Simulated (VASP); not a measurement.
# CO2 (I-42d) in VASP: equation of state, part 2 of 2

VASP 6.6.1. Earlier steps stand in the parts before.

## (7) Equation of state, PBEsol, 8.31 Å³/atom (volume scaled by 1.06)

Contents of INCAR:

```
SYSTEM = CO2
PREC     = Accurate       ! precision mode
ENCUT    = 520            ! plane-wave cutoff, eV
EDIFF    = 1E-7           ! SCF threshold, eV
ISMEAR   = -1             ! smearing method
SIGMA    = 0.05           ! smearing width, eV
LREAL    = .False.        ! projectors in reciprocal space
LASPH    = .True.         ! aspherical terms in the spheres
NELM     = 100            ! most SCF steps
ALGO     = Normal         ! electronic algorithm
ISIF     = 2              ! what is computed and relaxed
LWAVE    = .False.        ! write WAVECAR
LCHARG   = .False.        ! write CHGCAR
GGA      = PS             ! functional
NBANDS   = 25             ! bands
KPAR     = 2
```

Contents of KPOINTS:

```
regular mesh
0
Gamma
  9 9 9
  0 0 0
```

Contents of POSCAR:

```
CO2
1.0
   -2.0134569700      2.0134569700      3.0731721843
    2.0134569700     -2.0134569700      3.0731721843
    2.0134569700      2.0134569700     -3.0731721843
O C
4 2
Direct
    0.8750000000      0.9597980000      0.5847980000
    0.3750000000      0.2902020000      0.4152020000
    0.0402020000      0.6250000000      0.9152020000
    0.7097980000      0.1250000000      0.0847980000
    0.0000000000      0.0000000000      0.0000000000
    0.7500000000      0.2500000000      0.5000000000
```

Potentials or basis: VASP PAW PBE potentials, release 64 (O, C).

Run with:

```
> cat potpaw_PBE.64/O/POTCAR potpaw_PBE.64/C/POTCAR > POTCAR
> mpirun -np 2 vasp_std > vasp.out
```

OUTCAR:

```text
SYSTEM = CO2
   PREC = Accurate
   ENCUT = 520
   EDIFF = 1E-7
   ISMEAR = -1
   LREAL = .False.
   LASPH = .True.
   NELM = 100
   ISIF = 2
   GGA = PS

 Found     75 irreducible k-points:

 Following reciprocal coordinates:
            Coordinates               Weight
  0.000000  0.000000  0.000000      1.000000
  0.111111  0.000000  0.000000      8.000000
  0.222222 -0.000000  0.000000      8.000000
  0.333333  0.000000  0.000000      8.000000
  0.444444 -0.000000  0.000000      8.000000
  0.111111  0.111111  0.000000      8.000000
   k-points           NKPTS =     75   k-points in BZ     NKDIM =     75   number of bands    NBANDS=     25
   number of dos      NEDOS =    301   number of ions     NIONS =      6
   total plane-waves  NPLWV =  32768
   dimension x,y,z NGX =    32 NGY =   32 NGZ =   32
   dimension x,y,z NGXF=    64 NGYF=   64 NGZF=   64
   ions per type =               4   2
   NGX,Y,Z   is equivalent  to a cutoff of  12.70, 12.70, 12.70 a.u.
   NGXF,Y,Z  is equivalent  to a cutoff of  25.40, 25.40, 25.40 a.u.
 SYSTEM =  CO2
   PREC   = accura    normal or accurate (medium, high low for compatibility)
   ISTART =      0    job   : 0-new  1-cont  2-samecut
   ICHARG =      2    charge: 1-file 2-atom 10-const
   ISPIN  =      1    spin polarized calculation?
   LNONCOLLINEAR =      F non collinear calculations
   LSORBIT =      F    spin-orbit coupling
   LASPH  =      T    aspherical Exc in radial PAW
   ENCUT  =  520.0 eV  38.22 Ry    6.18 a.u.   7.79  7.79  7.79*2*pi/ulx,y,z
   NELM   =    100;   NELMIN=  2; NELMDL= -5     # of ELM steps
   EDIFF  = 0.1E-06   stopping-criterion for ELM
[... 8 lines left out ...]
   TEBEG  =    0.0;   TEEND  =   0.0 temperature during run
   PSTRESS=    0.0 pullay stress
   NELECT =      32.0000    total number of electrons
   NUPDOWN=      -1.0000    fix difference up-down
   EMIN   =  10.00;   EMAX   =-10.00  energy-range for DOS
   EFERMI =   0.00;   METHOD = LEGACY
   ISMEAR =    -1;   SIGMA  =   0.05  broadening in eV -4-tet -1-fermi 0-gaus
   EFERMI_NEDOS =   21; number of points for ismear=-14 and -15
   IALGO  =     38    algorithm
   IMIX   =      4    mixing-type and parameters
     AMIX     =   0.40;   BMIX     =  1.00
     AMIX_MAG =   1.60;   BMIX_MAG =  1.00
  volume/ion in A,a.u.               =       8.31        56.05
  Fermi-wavevector in a.u.,A,eV,Ry     =   1.412367  2.668987 27.140645  1.994781
  Thomas-Fermi vector in A             =   2.534123
   LORBIT       =      0    0 simple, 1 ext, 2 COOP (PROOUT), +10 PAW based schemes
   GGA     = PS    functional components
   LHFCALC =     F    Hartree Fock is set to
   AEXX    =    0.0000 exact exchange contribution
   IVDW    =     0    specifies the selected vdW correction
   LEPSILON=     F    determine dielectric tensor
   LRPA    =     F    only Hartree local field effects (RPA)
 non-spin polarized calculation
  energy-cutoff  :      520.00
  volume of cell :       49.83
 maximum number of plane-waves:      1372
   NGX = 15   NGY = 15   NGZ = 15

 number of electron      31.9999997 magnetization

 Free energy of the ion-electron system (eV)
  ---------------------------------------------------
  ext. energy  EPLUGINS =         0.00000000
  ---------------------------------------------------
  free energy    TOTEN  =       -45.89561590 eV

  energy without entropy =      -45.89561590  energy(sigma->0) =      -45.89561590

 E-fermi :   2.5348     XC(G=0): -11.0299

 val. band max:        1.4918935486   @ k =  -0.4444   0.4444   0.4444
 cond. band min:       8.7418479403   @ k =  -0.2222   0.2222   0.2222
 fundamental gap:      7.2499543917
 Fermi energy:         2.5348082146

 k-point     1 :       0.0000    0.0000    0.0000
  band No.  band energies     occupation
      1     -21.8167      2.00000
      2     -17.0483      2.00000
      3     -17.0483      2.00000
      4     -16.4743      2.00000
      5     -12.6751      2.00000
      6      -7.7081      2.00000
[... 17 lines left out ...]
     24      15.6727      0.00000
     25      15.6727      0.00000

 k-point     2 :       0.1111    0.0000    0.0000
  band No.  band energies     occupation
      1     -21.7414      2.00000
      2     -17.2167      2.00000
      3     -17.0667      2.00000
      4     -16.5735      2.00000
      5     -12.4309      2.00000
      6      -7.7061      2.00000
[... 104 lines left out ...]
 k-point     6 :       0.1111    0.1111    0.0000
  band No.  band energies     occupation
      1     -21.6196      2.00000
      2     -17.4640      2.00000
      3     -17.0989      2.00000
      4     -16.7211      2.00000
      5     -12.0576      2.00000
      6      -7.7768      2.00000
[... 17 lines left out ...]
     24      15.4756      0.00000
     25      15.7181      0.00000

 [... further k-points ...]

------------------------ aborting loop because EDIFF is reached ----------------------------------------

  FORCE on cell =-STRESS in cart. coord.  units (eV):
  Direction    XX          YY          ZZ          XY          YZ          ZX
  --------------------------------------------------------------------------------------
  -------------------------------------------------------------------------------------
  Total       -5.4903457     -5.4903457     -5.7016545      0.0000000      0.0000000      0.0000000
  in kB     -176.5138066   -176.5138066   -183.3073528      0.0000000      0.0000000      0.0000000
  external PRESSURE =    -178.7783220 kB  Pullay stress =       0.0000000 kB

 VOLUME and BASIS-vectors are now :
 -----------------------------------------------------------------------------
  energy-cutoff  :      520.00
  volume of cell :       49.83
      direct lattice vectors                 reciprocal lattice vectors
    -2.013456970  2.013456970  3.073172184     0.000000000  0.248329121  0.162698336
     2.013456970 -2.013456970  3.073172184     0.248329121  0.000000000  0.162698336
     2.013456970  2.013456970 -3.073172184     0.248329121  0.248329121  0.000000000

 POSITION                                       TOTAL-FORCE (eV/Angst)
 -----------------------------------------------------------------------------------
      1.34820      1.00673      3.84147         0.853378      0.000000      0.000000
      0.66525      1.00673      0.76829        -0.853378      0.000000     -0.000000
      3.02019      0.66525     -0.76829        -0.000000     -0.853378     -0.000000
     -1.00673      1.34820      2.30488        -0.000000      0.853378      0.000000
      0.00000      0.00000      0.00000        -0.000000      0.000000      0.000000
      0.00000      2.01346      1.53659        -0.000000      0.000000      0.000000
 -----------------------------------------------------------------------------------
    total drift:                                0.000003      0.000003      0.000004

  FREE ENERGIE OF THE ION-ELECTRON SYSTEM (eV)
  ---------------------------------------------------
  free  energy   TOTEN  =       -45.8956158995 eV

  energy  without entropy=      -45.8956158994  energy(sigma->0) =      -45.89561590
```

Run time: 39 s. Hardware: 2 MPI ranks of Intel Xeon Platinum 8259CL at 2.50GHz (Skylake/Cascade Lake), shared host; peak memory 0.2 GiB.

Results:

| Quantity | Value |
| --- | --- |
| Free energy | -45.8956 eV |
| Pressure | -17.9 GPa |
| Largest force | 0.853 eV/Å |
| Band gap on the k mesh | 7.25 eV, indirect (least direct gap 7.59 eV) |

Caveat: the PAW data sets were made with another functional, which shifts forces and pressure a little; an odd mesh through Γ misses points on the zone boundary, where band edges often lie.

## (8) Equation of state, PBEsol

Potentials or basis: VASP PAW PBE potentials, release 64 (O, C).

This step only gathers the single runs of the series.

What came out:

```yaml
Equilibrium_volume: 7.70 Å³/atom
Bulk_modulus_at_fixed_shape_and_positions: 272 GPa
Pressure_derivative_of_the_bulk_modulus: 4.3
```

Energy against volume, from the lowest point:
| volume (Å³/atom) | energy (meV/atom) |
| --- | --- |
| 7.366 | 13.50 |
| 7.522 | 3.68 |
| 7.679 | 0.00 |
| 7.836 | 1.84 |
| 7.992 | 8.62 |
| 8.149 | 19.85 |
| 8.306 | 35.09 |

Caveat: the cell was scaled at fixed shape and fractional positions, which overstates the stiffness of a crystal with free parameters, most of all of layers and chains; the PAW data sets were made with another functional, which shifts forces and pressure a little.
